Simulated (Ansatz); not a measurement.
A run of Ansatz 0.2.0 is set up as follows.

File input.yaml:

```yaml
crystal:
  lattice:
    - [4.81353299, 0.0240676649, 0.0]
    - [0.0240676649, 4.81353299, 0.0]
    - [0.0, 0.0, 3.20541541]
  atoms:
    - { symbol: Hf, position: [0.5, 0.5, 0.5] }
    - { symbol: Hf, position: [0.0, 0.0, 0.0] }
    - { symbol: O, position: [0.80504488, 0.19495512, 0.5] }
    - { symbol: O, position: [0.69495512, 0.69495512, 0.0] }
    - { symbol: O, position: [0.30504488, 0.30504488, 0.0] }
    - { symbol: O, position: [0.19495512, 0.80504488, 0.5] }
hamiltonian:
  xc: pbe
  pseudopotentials: { kind: paw }
kpoints:
  mp_grid: { grid: [5, 5, 6] }
scf:
  occupations: { method: fermi_dirac, width: 0.05 }
output:
  forces: true
  stress: true
  eigenvalues: true
relax:
  f_tol: 0.01
  max_steps: 40
```

Potentials or basis: Ansatz PAW.

Launch:

```bash
$ ansatz run input.yaml --threads 2 --pin off --max-ram 5632MiB --backend cpu --events-out ev --progress --plain --runs-dir out
```

(1) What does it give for the energy gained by relaxing?

(2) Estimate the band gap on the k mesh.

Answers

(1) 0.1 meV/atom.

(2) 4.01 eV, direct.

Caveat: odd divisions of the mesh miss points on the zone boundary, where band edges often lie, so the gap on the mesh can be too wide; spin-orbit coupling is left out, which moves the levels of the heavy elements.
